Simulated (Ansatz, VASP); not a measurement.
**Tl: VASP beside Ansatz**

```
CELL_PARAMETERS angstrom
3.31004 0.00000 0.00000
0.00000 3.31004 0.00000
0.00000 0.00000 3.31004
ATOMIC_POSITIONS crystal
Tl 0.00000 0.00000 0.00000
```

The cell was built by a generator and needn't be a form met in nature.

Alike in both runs: functional revPBE; k mesh 10 × 10 × 10; occupations fermi-dirac, width 0.1 eV; no spin polarisation.

Ansatz relaxed the structure, and its values are those at the end. VASP's run is a single point on that final structure, the one shown.

```csv
,VASP,Ansatz
version,VASP 6.6.1,Ansatz 0.2.0
potentials or method,"VASP PAW PBE potentials, release 64 (Tl_d)","plane waves (420 eV) with PAW, scalar-relativistic"
plane-wave cutoff (eV),520,420
valence electrons in the cell,13,13
```

|  | VASP | Ansatz | Ansatz less VASP |
| --- | --- | --- | --- |
| pressure (GPa) | -0.1 | 0.0 | +0.04 |

With one functional, cell and mesh, what is left measures potentials, basis and numerics.

Caveats: the PAW data sets were made with another functional, which shifts forces and pressure a little (VASP). Spin-orbit coupling is left out, which matters for the levels of Tl.
